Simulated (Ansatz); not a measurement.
**Polymorphs of Ga₂O₃**

These are results of DFT PBE, scalar-relativistic, plane waves, PAW in Ansatz 0.2.0, not measurements. All cells share a 420 eV cutoff and Γ-centred k meshes spaced at most 0.3 Å⁻¹ (0.19 for metals, 2π included).

These are static lattice energies at zero pressure. Only the structures computed here compete, so a lower one can exist. No run is spin-polarised.

| # | started from | space group | atoms | V (Å³/atom) | ΔE (meV/atom) | gap on mesh (eV) |
| --- | --- | --- | --- | --- | --- | --- |
| 1 | database cell | C2/m (No. 12) | 10 | 11.0 | 0 | 2.01 |
| 2 | database cell | R-3c (No. 167) | 10 | 10.1 | 30 | 2.40 |

The lowest structure: Space group C2/m (No. 12), monoclinic, a = 12.454 Å, b = 3.083 Å, c = 5.878 Å, β = 103.7°. Ga on Wyckoff site i (2 atoms of the primitive cell) is coordinated by 6 O at 1.97–2.11 Å; around Ga on Wyckoff site i (2 atoms of the primitive cell) lie 4 O at 1.86–1.90 Å; around O on Wyckoff site i (2 atoms of the primitive cell) lie 3 Ga at 1.86–1.97 Å; O on Wyckoff site i (2 atoms of the primitive cell) has 1 Ga at 1.90 Å and 3 Ga at 2.04–2.11 Å; O on Wyckoff site i (2 atoms of the primitive cell) has 3 Ga at 1.86–1.97 Å. Its energy against the elements is -1.822 eV/atom. Formation energies are uncorrected and refer to the lowest elemental structures computed at the same level (O₂ as a molecule).

```xyz
10
Lattice="6.2271 -1.5416 0.0000 6.2271 1.5416 0.0000 -1.3923 0.0000 5.7103" Properties=species:S:1:pos:R:3 pbc="T T T"
Ga    3.2982    0.0000    3.9163
Ga    7.7637    0.0000    1.7941
Ga   11.0484    0.0000    1.1722
Ga    0.0135    0.0000    4.5382
O     5.2417    0.0000    4.2446
O     5.8202    0.0000    1.4658
O     9.6844    0.0000    2.4878
O     1.3775    0.0000    3.2225
O     1.8843    0.0000    0.6236
O     9.1776    0.0000    5.0868
```

The second: Space group R-3c (No. 167), trigonal, a = 5.057 Å, c = 13.623 Å. Around Ga lie 3 O at 1.95 Å and 3 O at 2.11 Å; O is coordinated by 2 Ga at 1.95 Å and 2 Ga at 2.11 Å.

Q: At what pressure would number 2, the only denser structure, take over if both were incompressible?

A: ΔE/ΔV is 30 meV/atom over 10.96 − 10.06 Å³/atom, about 5.4 GPa. This crude estimate ignores compression.